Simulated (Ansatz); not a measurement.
# Ni: the cost of one run

Method: DFT PBE, scalar-relativistic, plane waves, PAW, in Ansatz 0.2.0.

6 further runs of the same task are left out: 3 that didn't finish, 3 set aside as unsound or not needed. Runs told in other sessions of the task aren't counted.

### Step 1. The system as given

Symmetry: Fm-3m, No. 225, cubic system. Conventional cell: a = 3.519 Å, b = 3.519 Å, c = 3.519 Å, α = 90.00°, β = 90.00°, γ = 90.00°. Ni (site symmetry m-3m) is surrounded by 12 Ni at 2.49 Å.

As a file:

```
CELL_PARAMETERS angstrom
0.00000 1.75926 1.75926
1.75926 0.00000 1.75926
1.75926 1.75926 0.00000
ATOMIC_POSITIONS crystal
Ni 0.00000 0.00000 0.00000
```

It is the result of an earlier relaxation at this level (volume 10.89 Å³/atom; gap on the mesh: none (metal), site moments up to 0.7 μB).

### Step 2. Zero of the scan

Contents of input.yaml:

```yaml
crystal:
  lattice:
    - [0.0, 1.7592606502, 1.7592606502]
    - [1.7592606502, 0.0, 1.7592606502]
    - [1.7592606502, 1.7592606502, 0.0]
  atoms:
    - { symbol: Ni, position: [0.0, 0.0, 0.0], spin: 0.75 }
basis:
  ecutwfc: 420
kpoints:
  mp_grid: { grid: [30, 30, 30] }
hamiltonian:
  xc: pbe
scf:
  occupations: { method: gaussian, width: 0.15 }
output:
  forces: true
  stress: true
  eigenvalues: true
  populations: true
  write_density: true
  write_potential: true
  elf: true
  volumetric_format: npy
magnetization:
  spin_polarized: true
```

Launch:

```
ansatz run input.yaml --threads 2 --pin off --max-ram 5120MiB --backend cpu --events-out ev --progress --plain --runs-dir out
```

Q: Estimate wall time and peak memory on 2 threads of Intel Xeon at 2.70GHz, shared host.

About 19 s, with a peak of 0.53 GiB.
